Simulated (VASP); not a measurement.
# GaCuSe2 (I-42d) in VASP: further runs

Runs on GaCuSe2. Level: PBEsol. Tasks: relaxation of cell and atoms.

Everything below comes from runs of VASP 6.6.1. Logs are shortened: lines on timing, memory, paths and dates and some standing lists are left out, and cuts for length are marked.

## 1. The structure

Symmetry: I-42d, No. 122, tetragonal system. Conventional cell: a = 5.619 Å, b = 5.619 Å, c = 11.026 Å, α = 90.00°, β = 90.00°, γ = 90.00°. Ga (site symmetry -4) has 4 Se at 2.42 Å as nearest neighbours. Cu (site symmetry -4) is surrounded by 4 Se at 2.42 Å. Se (site symmetry 2) is surrounded by 2 Ga at 2.42 Å and 2 Cu at 2.42 Å.

## 2. Relaxation of cell and atoms, PBEsol

Input file INCAR:

```
PREC     = Accurate       # precision mode
ENCUT    = 600            # plane-wave cutoff, eV
EDIFF    = 1E-6           # SCF threshold, eV
ISMEAR   = 1              # smearing method
SIGMA    = 0.1            # smearing width, eV
LREAL    = F              # projectors in reciprocal space
LASPH    = T              # aspherical terms in the spheres
NELM     = 80             # most SCF steps
ALGO     = Normal         # electronic algorithm
ISIF     = 3              # what is computed and relaxed
LWAVE    = F              # write WAVECAR
LCHARG   = F              # write CHGCAR
GGA      = PS             # functional
IBRION   = 2              # ionic algorithm
NSW      = 90             # ionic steps
EDIFFG   = -0.01          # ionic threshold
KPAR     = 4
```

Input file KPOINTS:

```
Automatic mesh
0
Gamma
  10 10 10
```

Input file POSCAR:

```
GaCuSe2
1.0
   -2.8095500000      2.8095500000      5.5130000000
    2.8095500000     -2.8095500000      5.5130000000
    2.8095500000      2.8095500000     -5.5130000000
Ga Cu Se
2 2 4
Direct
    0.5000000000      0.5000000000      0.0000000000
    0.2500000000      0.7500000000      0.5000000000
    0.0000000000      0.0000000000      0.0000000000
    0.7500000000      0.2500000000      0.5000000000
    0.3750000000      0.3756200000      0.5006200000
    0.6243800000      0.1250000000      0.9993800000
    0.8750000000      0.8743800000      0.4993800000
    0.1256200000      0.6250000000      0.0006200000
```

Potentials or basis: VASP PAW PBE potentials, release 64 (Ga_d, Cu, Se).

Run with:

```bash
> cat potpaw_PBE.64/Ga_d/POTCAR potpaw_PBE.64/Cu/POTCAR potpaw_PBE.64/Se/POTCAR > POTCAR
> mpirun -np 4 vasp_std > vasp.out
```

OUTCAR:

```text
PREC = Accurate
   ENCUT = 600
   EDIFF = 1E-6
   ISMEAR = 1
   LREAL = F
   LASPH = T
   NELM = 80
   ISIF = 3
   GGA = PS
   IBRION = 2
   NSW = 90
   EDIFFG = -0.01

 ion  position               nearest neighbor table
   1  0.500  0.500  0.000-   7 2.42   8 2.42   5 2.42   6 2.42
   2  0.250  0.750  0.500-   5 2.42   6 2.42   8 2.42   7 2.42
   3  0.000  0.000  0.000-   6 2.42   8 2.42   7 2.42   5 2.42
   4  0.750  0.250  0.500-   5 2.42   7 2.42   6 2.42   8 2.42
   5  0.375  0.376  0.501-   2 2.42   1 2.42   4 2.42   3 2.42
   6  0.624  0.125  0.999-   2 2.42   1 2.42   4 2.42   3 2.42
   7  0.875  0.874  0.499-   1 2.42   2 2.42   3 2.42   4 2.42
   8  0.126  0.625  0.001-   1 2.42   2 2.42   3 2.42   4 2.42

  LATTYP: Found a body centered tetragonal cell.
 ALAT       =     5.6191000000
 C/A-ratio  =     1.9622359453

  Lattice vectors:

 A1 = (  -2.8095500000,   2.8095500000,   5.5130000000)
 A2 = (   2.8095500000,  -2.8095500000,   5.5130000000)
 A3 = (   2.8095500000,   2.8095500000,  -5.5130000000)

Analysis of symmetry for initial positions (statically):
=====================================================================
 Subroutine PRICEL returns:
 Original cell was already a primitive cell.

 Routine SETGRP: Setting up the symmetry group for a
 body centered tetragonal supercell.

 Subroutine GETGRP returns: Found  8 space group operations
 (whereof  4 operations were pure point group operations)
 out of a pool of 16 trial point group operations.

The static configuration has the point symmetry S_4 .
 The point group associated with its full space group is D_2d.

Analysis of symmetry for dynamics (positions and initial velocities):
=====================================================================
 Subroutine PRICEL returns:
 Original cell was already a primitive cell.

 Routine SETGRP: Setting up the symmetry group for a
 body centered tetragonal supercell.

 Subroutine GETGRP returns: Found  8 space group operations
 (whereof  4 operations were pure point group operations)
 out of a pool of 16 trial point group operations.

The dynamic configuration has the point symmetry S_4 .
 The point group associated with its full space group is D_2d.

 Subroutine INISYM returns: Found  8 space group operations
 (whereof  4 operations are pure point group operations),
 and found     1 'primitive' translations

[... 127 lines left out ...]
  volume/ion in A,a.u.               =      21.76       146.83
  Fermi-wavevector in a.u.,A,eV,Ry     =   1.219772  2.305034 20.243327  1.487843
  Thomas-Fermi vector in A             =   2.355012
   LORBIT       =      0    0 simple, 1 ext, 2 COOP (PROOUT), +10 PAW based schemes
   GGA     = PS    functional components
   LHFCALC =     F    Hartree Fock is set to
   AEXX    =    0.0000 exact exchange contribution
   IVDW    =     0    specifies the selected vdW correction
   LEPSILON=     F    determine dielectric tensor
   LRPA    =     F    only Hartree local field effects (RPA)
 conjugate gradient relaxation of ions
 non-spin polarized calculation
 Methfessel and Paxton  Order N= 1 SIGMA  =   0.10
  energy-cutoff  :      600.00
  volume of cell :      174.07
 maximum number of plane-waves:      5839
   NGX = 27   NGY = 27   NGZ = 27

--------------------------------------- Ionic step        1  -------------------------------------------

 number of electron      72.0000027 magnetization

 Free energy of the ion-electron system (eV)
  ---------------------------------------------------
  ext. energy  EPLUGINS =         0.00000000
  ---------------------------------------------------
  free energy    TOTEN  =       -34.36601731 eV

  energy without entropy =      -34.36656997  energy(sigma->0) =      -34.36620153

------------------------ aborting loop because EDIFF is reached ----------------------------------------

  FORCE on cell =-STRESS in cart. coord.  units (eV):
  Direction    XX          YY          ZZ          XY          YZ          ZX
  --------------------------------------------------------------------------------------
  -------------------------------------------------------------------------------------
  Total       -0.6126440     -0.6126440     -0.3657727      0.0000000     -0.0000000      0.0000000
  in kB       -5.6389372     -5.6389372     -3.3666682      0.0000000     -0.0000000      0.0000000
  external PRESSURE =      -4.8815142 kB  Pullay stress =       0.0000000 kB
[... 107 lines left out ...]
  FREE ENERGIE OF THE ION-ELECTRON SYSTEM (eV)
  ---------------------------------------------------
  free  energy   TOTEN  =       -34.4038087205 eV

  energy  without entropy=      -34.4042895798  energy(sigma->0) =      -34.40396901

[... ionic steps 4 to 9 ...]

--------------------------------------- Ionic step       10  -------------------------------------------

 number of electron      72.0000016 magnetization

------------------------ aborting loop because EDIFF is reached ----------------------------------------
[... 79 lines left out ...]
--------------------------------------- Ionic step       12  -------------------------------------------

 number of electron      72.0000016 magnetization

 Free energy of the ion-electron system (eV)
  ---------------------------------------------------
  ext. energy  EPLUGINS =         0.00000000
  ---------------------------------------------------
  free energy    TOTEN  =       -34.40886409 eV

  energy without entropy =      -34.40945026  energy(sigma->0) =      -34.40905948

 E-fermi :   4.0048     XC(G=0):  -9.8850

 val. band max:        3.9558497267   @ k =   0.1000  -0.0000   0.0000
 cond. band min:       4.0184351205   @ k =   0.0000   0.0000   0.0000
 fundamental gap:      0.0625853937
 Fermi energy:         4.0048093184

 k-point     1 :       0.0000    0.0000    0.0000
  band No.  band energies     occupation
      1     -11.4991      2.00000
      2     -11.4972      2.00000
      3     -11.4972      2.00000
      4     -11.3443      2.00000
      5     -11.3294      2.00000
      6     -11.3294      2.00000
[... 1093 lines left out ...]
     42       8.2634      0.00000
     43       8.8449      0.00000

 [... further k-points ...]

------------------------ aborting loop because EDIFF is reached ----------------------------------------

  FORCE on cell =-STRESS in cart. coord.  units (eV):
  Direction    XX          YY          ZZ          XY          YZ          ZX
  --------------------------------------------------------------------------------------
  -------------------------------------------------------------------------------------
  Total        0.0050356      0.0050356      0.0160065      0.0000000     -0.0000000      0.0000000
  in kB        0.0468285      0.0468285      0.1488518      0.0000000     -0.0000000      0.0000000
  external PRESSURE =       0.0808363 kB  Pullay stress =       0.0000000 kB
[... 23 lines left out ...]
  FREE ENERGIE OF THE ION-ELECTRON SYSTEM (eV)
  ---------------------------------------------------
  free  energy   TOTEN  =       -34.4088640879 eV

  energy  without entropy=      -34.4094502560  energy(sigma->0) =      -34.40905948

 reached required accuracy - stopping structural energy minimisation
```

OSZICAR:

```text
N       E                     dE             d eps       ncg     rms          rms(c)
DAV:   1     0.746079332015E+03    0.74608E+03   -0.34334E+04  8923   0.245E+03
DAV:   2     0.106724920762E+03   -0.63935E+03   -0.62358E+03  8852   0.613E+02
DAV:   3    -0.249498612026E+02   -0.13167E+03   -0.12803E+03 10767   0.231E+02
DAV:   4    -0.358405769412E+02   -0.10891E+02   -0.10748E+02 12274   0.640E+01
[... 102 lines left out ...]
DAV:   2    -0.344089966399E+02    0.10863E-03   -0.28346E-03 10778   0.104E+00    0.694E-02
DAV:   3    -0.344088864229E+02    0.11022E-03   -0.77255E-04 11528   0.589E-01    0.347E-02
DAV:   4    -0.344088665222E+02    0.19901E-04   -0.75463E-05 12439   0.684E-02    0.136E-02
DAV:   5    -0.344088642684E+02    0.22538E-05   -0.17372E-05 11665   0.772E-02    0.446E-03
DAV:   6    -0.344088640879E+02    0.18055E-06   -0.28590E-06  6896   0.224E-02
  12 F= -.34408864E+02 E0= -.34409059E+02  d E =-.506362E-04
```

CONTCAR:

```text
GaCuSe2
   1.00000000000000
    -2.7882980071265551    2.7882980071265551    5.5400700782818264
     2.7882980071265551   -2.7882980071265551    5.5400700782818264
     2.7882980071265551    2.7882980071265551   -5.5400700782818264
  Ga              Cu              Se
     2     2     4
Direct
     0.5000000000000000    0.5000000000000000    0.0000000000000000
     0.2500000000000000    0.7500000000000000    0.5000000000000000
     1.0000000000000000    0.0000000000000000    0.0000000000000000
     0.7500000000000000    0.2500000000000000    0.5000000000000000
     0.3750000000000000    0.3672140960340519    0.4922140960340519
     0.6327859039659482    0.1250000000000000    0.0077859039659481
     0.8750000000000000    0.8827859039659482    0.5077859039659482
     0.1172140960340519    0.6250000000000000    0.9922140960340518

  0.00000000E+00  0.00000000E+00  0.00000000E+00
  0.00000000E+00  0.00000000E+00  0.00000000E+00
  0.00000000E+00  0.00000000E+00  0.00000000E+00
  0.00000000E+00  0.00000000E+00  0.00000000E+00
  0.00000000E+00  0.00000000E+00  0.00000000E+00
  0.00000000E+00  0.00000000E+00  0.00000000E+00
  0.00000000E+00  0.00000000E+00  0.00000000E+00
  0.00000000E+00  0.00000000E+00  0.00000000E+00
```

Wall time 54 min (4 MPI ranks of Intel Xeon Platinum 8259CL at 2.50GHz (Skylake/Cascade Lake), shared host); peak memory 1.1 GiB.

What came out:

* Free energy: -34.4089 eV
* Relaxed volume: 21.54 Å³/atom
* Relaxed cell: a = 6.800 Å, b = 6.800 Å, c = 6.800 Å, α = 131.59°, β = 131.59°, γ = 70.88°
* Space group after relaxing (to 0.05 Å): I-42d (No. 122)
* Energy gained by relaxing: 5.4 meV/atom
* Ionic steps: 12
* Pressure after relaxing: 0.0 GPa
* Largest force after relaxing: 0.004 eV/Å
* Band gap on the k mesh: 0.14 eV, direct

Forces on the atoms (eV/Å):
```
Ga   0.000  0.000  0.000
Ga   0.000  0.000  0.000
Cu   0.000  0.000  0.000
Cu   0.000  0.000  0.000
Se   0.004  0.000  0.000
Se   0.000 -0.004  0.000
Se  -0.004  0.000  0.000
Se   0.000  0.004  0.000
```

Step by step:
```csv
step,energy change (eV),largest force (eV/Å),pressure (GPa),volume (Å³)
1,0.0000,0.4123,-0.49,174.07
2,-0.0288,0.2432,0.05,172.40
3,-0.0378,0.0799,0.61,170.89
4,-0.0417,0.0240,-0.27,172.82
5,-0.0420,0.0006,-0.04,172.36
6,-0.0420,0.0009,-0.06,172.39
7,-0.0425,0.0059,-0.04,172.33
8,-0.0428,0.0122,0.04,172.25
9,-0.0428,0.0140,0.01,172.21
10,-0.0428,0.0150,0.04,172.20
11,-0.0428,0.0144,0.02,172.20
12,-0.0428,0.0041,0.01,172.29
```

Final structure:
```xyz
8
Lattice="-2.7883 2.7883 5.5401 2.7883 -2.7883 5.5401 2.7883 2.7883 -5.5401" Properties=species:S:1:pos:R:3 pbc="T T T"
Ga    0.0000    0.0000    5.5401
Ga    2.7883    0.0000    2.7700
Cu   -2.7883    2.7883    5.5401
Cu    0.0000    2.7883    2.7700
Se    1.3507    1.3941    1.3850
Se   -1.3941    1.4376    4.1551
Se    1.4376    1.3941    6.9251
Se    4.1824    1.3507   -1.3850
```

Caveat: the PAW data sets were made with another functional, which shifts forces and pressure a little.

## 3. Relaxation of cell and atoms, PBEsol

This run uses another cell than the first one, of 21.54 Å³/atom, 0.990 times its volume.

INCAR, as its differences from that of step 2:

```diff
@@ -2,3 +2,3 @@
 ENCUT    = 600            # plane-wave cutoff, eV
-EDIFF    = 1E-6           # SCF threshold, eV
+EDIFF    = 1E-7           # SCF threshold, eV
 ISMEAR   = 1              # smearing method
@@ -15,3 +15,3 @@
 NSW      = 90             # ionic steps
-EDIFFG   = -0.01          # ionic threshold
+EDIFFG   = -0.005         # ionic threshold
 KPAR     = 4
```

KPOINTS is that of step 2.

Input file POSCAR:

```
GaCuSe2                                 
1.0
   -2.7882980071      2.7882980071      5.5400700783
    2.7882980071     -2.7882980071      5.5400700783
    2.7882980071      2.7882980071     -5.5400700783
  Ga              Cu              Se            
     2     2     4
Direct
     0.5000000000000000    0.5000000000000000    0.0000000000000000
     0.2500000000000000    0.7500000000000000    0.5000000000000000
     1.0000000000000000    0.0000000000000000    0.0000000000000000
     0.7500000000000000    0.2500000000000000    0.5000000000000000
     0.3750000000000000    0.3672140960340519    0.4922140960340519
     0.6327859039659482    0.1250000000000000    0.0077859039659481
     0.8750000000000000    0.8827859039659482    0.5077859039659482
     0.1172140960340519    0.6250000000000000    0.9922140960340518
```

Potentials or basis: VASP PAW PBE potentials, release 64 (Ga_d, Cu, Se).

Run with:

```bash
> cat potpaw_PBE.64/Ga_d/POTCAR potpaw_PBE.64/Cu/POTCAR potpaw_PBE.64/Se/POTCAR > POTCAR
> mpirun -np 4 vasp_std > vasp.out
```

It took 11 min on 4 MPI ranks of Intel Xeon Platinum 8259CL at 2.50GHz (Skylake/Cascade Lake), shared host; peak memory 1 GiB.

Results (log left out):

| Item | Value |
| --- | --- |
| Free energy | -34.4086 eV |
| Pressure after relaxing | 0.0 GPa |
| Largest force after relaxing | 0.004 eV/Å |
| Band gap on the k mesh | 0.14 eV, direct |

Forces on the atoms (eV/Å):
```
Ga   0.000  0.000  0.000
Ga   0.000  0.000  0.000
Cu   0.000  0.000  0.000
Cu   0.000  0.000  0.000
Se   0.004  0.000  0.000
Se   0.000 -0.004  0.000
Se  -0.004  0.000  0.000
Se   0.000  0.004  0.000
```

Final structure:
```
Ga Cu Se
1.0
    -2.78830    2.78830    5.54007
     2.78830   -2.78830    5.54007
     2.78830    2.78830   -5.54007
Ga Cu Se
2 2 4
Cartesian
  0.0000 0.0000 5.5401
  2.7883 0.0000 2.7700
  0.0000 0.0000 0.0000
  0.0000 2.7883 2.7700
  1.3507 1.3941 1.3850
  -1.3941 1.4376 4.1551
  1.4376 1.3941 6.9251
  4.1824 1.3507 -1.3850
```

Levels at points of the mesh, in eV from the valence-band top:
```csv
k point,band 34,band 35,band 36,band 37,band 38,band 39
"(0.00, 0.00, 0.00)",-0.09,-0.09,0.00,0.14,1.78,2.10
"(0.50, 0.00, 0.00)",-1.32,-1.24,-0.62,2.15,2.50,3.10
"(0.50, 0.50, 0.00)",-0.89,-0.53,-0.53,1.04,1.04,3.31
"(0.50, 0.50, 0.50)",-1.30,-0.99,-0.99,1.71,1.71,1.78
```

Caveat: the relaxation stopped at its first step, so nothing moved; the PAW data sets were made with another functional, which shifts forces and pressure a little. A hybrid or GW would open this gap; PBEsol tends to underestimate it.
